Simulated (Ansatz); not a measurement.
## B: from a guess to a relaxed structure

Theory: Ansatz 0.2.0, DFT PBE, scalar-relativistic, plane waves, PAW. Cutoff 420 eV, Gaussian smearing, Γ-centred meshes. Cell and atoms relax first on a coarse mesh and then on a finer one. In between, the cell is made exact in the group found at 0.06 Å. In metals the finer mesh still leaves noise of several meV/atom or more. The steps can't lower the symmetry of their start. No spin polarisation.

A trial structure of B was built thus: 4-connected net of one element (P-4n2, No. 118). Its size is a rough estimate.

```xyz
8
Lattice="3.8249 0.0000 0.0000 0.0000 3.8249 0.0000 0.0000 0.0000 3.9228" Properties=species:S:1:pos:R:3 pbc="T T T"
B     0.7872    1.7250    3.7234
B     0.1874    1.1252    2.1607
B     3.6375    2.6997    2.1607
B     1.7250    3.0376    0.1994
B     3.0376    2.0998    3.7234
B     2.6997    0.1874    1.7620
B     1.1252    3.6375    1.7620
B     2.0998    0.7872    0.1994
```

Energies count from the standard state of B at the same level.

Problem. Which structure results?

Solution. The symmetry goes from P-4n2 (No. 118) to Fd-3m (No. 227), and the primitive cell from 8 to 4 atoms. The volume per atom grows by 8.4 %, from 7.2 to 7.8 Å³. The shortest distance goes from 1.62 Å (B–B) to 1.77 Å (B–B). The energy falls by about 0.41 eV/atom (the start's value is from the coarse mesh). The end is written in a standard setting, so origin, axes and order of atoms can differ from the start's. Conventional cell: a = 4.993 Å. B is surrounded by 6 B at 1.77 Å.

```cif
data_structure
_symmetry_space_group_name_H-M 'Fd-3m:1'
_symmetry_Int_Tables_number 227
_cell_length_a 4.9926
_cell_length_b 4.9926
_cell_length_c 4.9926
_cell_angle_alpha 90.000
_cell_angle_beta 90.000
_cell_angle_gamma 90.000
_cell_volume 124.44
loop_
_atom_site_label
_atom_site_type_symbol
_atom_site_symmetry_multiplicity
_atom_site_Wyckoff_symbol
_atom_site_fract_x
_atom_site_fract_y
_atom_site_fract_z
_atom_site_occupancy
B1 B 16 d 0.12500 0.62500 0.12500 1
```

Problem. How does it come out in energy, and is it a metal?

Solution. The energy over the standard state is +0.72 eV/atom and the gap on the 18×18×18 mesh of the 4-atom cell is 0 eV (a metal).

So it is a metastable form at best.

The last run used Gaussian smearing of 0.10 eV. A structure relaxed within its symmetry needn't be a true minimum. Another cell of B relaxed alike, in C2/m, lies 0.50 eV/atom lower, so this cell isn't the stable form at this level.
